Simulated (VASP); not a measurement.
Here is a VASP 6.6.1 calculation.

File INCAR:

```
PREC     = Accurate       # precision mode
ENCUT    = 600            # plane-wave cutoff, eV
EDIFF    = 1E-7           # SCF threshold, eV
ISMEAR   = 0              # smearing method
SIGMA    = 0.03           # smearing width, eV
LREAL    = F              # projectors in reciprocal space
LASPH    = T              # aspherical terms in the spheres
NELM     = 80             # most SCF steps
ALGO     = Normal         # electronic algorithm
ISIF     = 2              # what is computed and relaxed
LWAVE    = F              # write WAVECAR
LCHARG   = F              # write CHGCAR
METAGGA  = R2SCAN         # meta-GGA
LMIXTAU  = T            
IBRION   = 2              # ionic algorithm
NSW      = 40             # ionic steps
EDIFFG   = -0.01          # ionic threshold
```

Contents of KPOINTS:

```
regular mesh
0
Gamma
  8 8 8
```

Contents of POSCAR:

```
PbS                                     
1.0
    0.0000000000      2.9676567431      2.9676567431
    2.9676567431      0.0000000000      2.9676567431
    2.9676567431      2.9676567431      0.0000000000
  Pb              S             
     1     1
Direct
     0.0000000000000000    0.0000000000000000    0.0000000000000000
     0.5000000000000000    0.5000000000000000    0.5000000000000000
```

Potentials or basis: VASP PAW PBE potentials, release 64 (Pb_d, S).

Command:

```console
$ cat potpaw_PBE.64/Pb_d/POTCAR potpaw_PBE.64/S/POTCAR > POTCAR
$ mpirun -np 1 vasp_std > vasp.out
```

Question: What does it give for the band gap on the k mesh?

Answer: 0.63 eV, direct.

Final structure:
```
CELL_PARAMETERS angstrom
0.00000 2.96766 2.96766
2.96766 0.00000 2.96766
2.96766 2.96766 0.00000
ATOMIC_POSITIONS crystal
Pb 0.00000 0.00000 0.00000
S 0.50000 0.50000 0.50000
```

Caveat: the relaxation stopped at its first step, so nothing moved; spin-orbit coupling is left out, which as a rule narrows the gap of such compounds by several tenths of an eV. A k mesh can miss the band edges.
